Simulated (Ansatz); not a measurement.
## Moving the functional in CuO

The cell as given:

```cif
data_structure
_symmetry_space_group_name_H-M 'P 1'
_symmetry_Int_Tables_number 1
_cell_length_a 4.1609
_cell_length_b 4.1609
_cell_length_c 3.8876
_cell_angle_alpha 90.000
_cell_angle_beta 90.000
_cell_angle_gamma 90.000
_cell_volume 67.31
loop_
_atom_site_label
_atom_site_type_symbol
_atom_site_fract_x
_atom_site_fract_y
_atom_site_fract_z
_atom_site_occupancy
Cu1 Cu 0.50000 0.00000 0.50000 1
Cu2 Cu 0.00000 0.50000 0.50000 1
Cu3 Cu 0.00000 0.00000 0.00000 1
O1 O 0.00000 0.00000 0.50000 1
O2 O 0.50000 0.00000 0.00000 1
O3 O 0.00000 0.50000 0.00000 1
```

Measurements of this composition are mostly on another form, of space group No. 15.

Kept alike: task relaxation of cell and atoms; k mesh 7 × 7 × 7; occupations fermi-dirac, width 0.05 eV; no spin polarisation. Program: Ansatz, Ansatz PAW. Cutoffs run from 420 to 500 eV. The mesh is that of the run's cell of 6 atoms. No spin-orbit coupling.

| run | volume (Å³/atom) | first edge of the run's cell (Å) | third edge of the run's cell (Å) |
| --- | --- | --- | --- |
| A | 10.370 | 4.043 | 3.807 |
| B | 10.875 | 4.118 | 3.848 |
| C | 10.814 | 4.111 | 3.840 |

The relaxations keep at least the cell's symmetry (P4/mmm). For a metal such a mesh leaves the last digits unconverged. Relaxations stop with a little pressure left, so the last digits of a volume or edge aren't settled. Ansatz's relaxations hold a Pulay term in the stress (up to 0.9 GPa here). All rows use potentials made for PBE.

Question: The runs differ in the functional (and the cutoff that goes with it) alone: LDA; PBEsol; r2SCAN. Which run is which?

Answer: Run A is LDA; run B is r2SCAN; run C is PBEsol. The volume runs from 10.370 (LDA) to 10.875 Å³/atom (r2SCAN). The first edge of the run's cell runs from 4.043 (LDA) to 4.118 Å (r2SCAN). The third edge of the run's cell runs from 3.807 (LDA) to 3.848 Å (r2SCAN).

LDA stands clearly apart with the smallest cell, as expected from its usual overbinding: it favours the denser, more overlapping electron distribution of short Cu–O bonds. The gradient dependence in PBEsol and r2SCAN weakens that preference and lengthens the bonds. These two lie so close together that their order is much less telling than their shared distance from LDA.

Every atom sits on a site fixed by symmetry, so each edge is simply twice a Cu–O distance, and the volume change is purely bond stretching. From LDA to PBEsol the first edge grows proportionally more than the third, which suggests that the longer in-plane bonds are the softer ones; the small further step to r2SCAN doesn't show this preference.

Divalent copper has a d⁹ shell and carries local moments in the common form of CuO, where they order antiferromagnetically. Those moments are excluded here, and allowing them could shift the volumes by differing amounts, so the spacing between functionals needn't carry over to a magnetic state.
